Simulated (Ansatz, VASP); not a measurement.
Given: the input of a run of VASP 6.6.1 on ZrS2.

The input INCAR:

```
  ALGO = Normal
  EDIFF = 1E-7
  ENCUT = 520
  GGA = PE
  ISIF = 2
  ISMEAR = -1
  LASPH = True
  LCHARG = False
  LREAL = False
  LWAVE = False
  NBANDS = 19
  NELM = 80
  PREC = Accurate
  SIGMA = 0.05
```

The input KPOINTS:

```
k-points
0
Gamma
  8 8 5
```

The input POSCAR:

```
ZrS2
1.0
    3.7637809802      0.0000000000      0.0000000000
   -1.8818904901      3.2595299432      0.0000000000
    0.0000000000      0.0000000000      6.1595595806
Zr S
1 2
Direct
    0.0000000000      0.0000000000      0.0000000000
    0.3333333333      0.6666666667      0.2379099700
    0.6666666667      0.3333333333      0.7620900300
```

Potentials or basis: VASP PAW PBE potentials, release 64 (Zr_sv, S).

Launch:

```console
$ cat potpaw_PBE.64/Zr_sv/POTCAR potpaw_PBE.64/S/POTCAR > POTCAR
$ mpirun -np 1 vasp_std > vasp.out
```

Problem. Translate it to Ansatz 0.2.0. Potentials there: Ansatz PAW.

Solution. As run (the cutoff follows the program's own potentials):

input.yaml

```yaml
crystal:
  lattice:
    - [3.7637809802, 0.0, 0.0]
    - [-1.8818904901, 3.2595299432, 0.0]
    - [0.0, 0.0, 6.1595595806]
  atoms:
    - { symbol: Zr, position: [0.0, 0.0, 0.0] }
    - { symbol: S, position: [0.3333333333, 0.6666666667, 0.23790997] }
    - { symbol: S, position: [0.6666666667, 0.3333333333, 0.76209003] }
hamiltonian:
  xc: pbe
  pseudopotentials: { kind: paw }
kpoints:
  mp_grid: { grid: [8, 8, 5] }
scf:
  occupations: { method: fermi_dirac, width: 0.05 }
output:
  forces: true
  stress: true
  eigenvalues: true
```

Potentials or basis: Ansatz PAW.

Launch:

```sh
$ ansatz run input.yaml --threads 1 --pin off --max-ram 3584MiB --backend cpu --events-out ev --progress --plain --runs-dir out
```

Both were run:

|  | VASP | Ansatz | Ansatz less VASP |
| --- | --- | --- | --- |
| gap on the k mesh at the Fermi level (eV) | 1.08 | 1.08 | -0.003 |
| least direct gap on the mesh (eV) | 1.60 | 1.59 | -0.007 |
| pressure (GPa) | -4.2 | -4.2 | +0.03 |
| largest component of the traceless stress (GPa) | 1.28 | 1.25 | -0.027 |
| rms of the force components (eV/Å) | 0.266 | 0.269 | +0.0027 |

Atom by atom the forces differ by 0.003 eV/Å (rms over components).

Caveats: this functional lacks dispersion, which binds the layers, so the pressure and a relaxed spacing across them are unreliable; an odd mesh through Γ misses points on the zone boundary, where band edges often lie (VASP); odd divisions of the mesh miss points on the zone boundary, where band edges often lie, so the gap on the mesh can be too wide (Ansatz).
